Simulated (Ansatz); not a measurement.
Computed with DFT PBEsol, scalar-relativistic, plane waves, PAW (Ansatz). Settings: cutoff 420 eV, Γ-centred meshes no coarser than 0.19 Å⁻¹ for metals and 0.3 Å⁻¹ for insulators (2π included), Gaussian smearing.

Temperature and zero-point effects are left out. Larger cells and other orderings weren't all tried, so the list isn't exhaustive. The k mesh leaves about 4 meV/atom of noise in metals. No run is spin-polarised.

16 distinct structures were compared, and only named types are asked about.

Q: Which is lower for Cd, the bcc or the fcc structure, and by how much?

A: The fcc structure, by 62 meV/atom. It takes 20.9 Å³/atom against 21.3.

Q: Which is lower for Cd, the simple hexagonal or the beta-tungsten (A15) structure, and by how much?

A: The beta-tungsten (A15) structure, by 78 meV/atom. It takes 21.2 Å³/atom against 23.2.

Q: Which is lower for Cd, the beta-tungsten (A15) or the hcp structure, and by how much?

A: The hcp structure, by 30 meV/atom. It takes 21.1 Å³/atom against 21.2.